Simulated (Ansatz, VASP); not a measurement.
One calculation of F, two programs

```xyz
2
Lattice="0.0000 2.3705 2.3705 2.3705 0.0000 2.3705 2.3705 2.3705 0.0000" Properties=species:S:1:pos:R:3 pbc="T T T"
F    -0.5926   -0.5926   -0.5926
F     0.5926    0.5926    0.5926
```

Change from the starting cell: volume scaled by 0.92, LAPW.

Alike in both runs: task single point; functional PBE; k mesh 13 × 13 × 13; occupations fermi-dirac, width 0.05 eV; no spin polarisation.

|  | VASP | Ansatz |
| --- | --- | --- |
| version | VASP 6.6.1 | Ansatz 0.2.0 |
| potentials or method | VASP PAW PBE potentials, release 64 (F), cutoff 520 eV | all-electron LAPW, scalar-relativistic |

Ansatz gave:

```
pressure (GPa) : 4.0
```

Q: Estimate VASP's values.

A: Pressure (GPa): 3.4.

Ansatz ran all-electron here, so the differences hold the error of VASP's frozen core and of both bases.
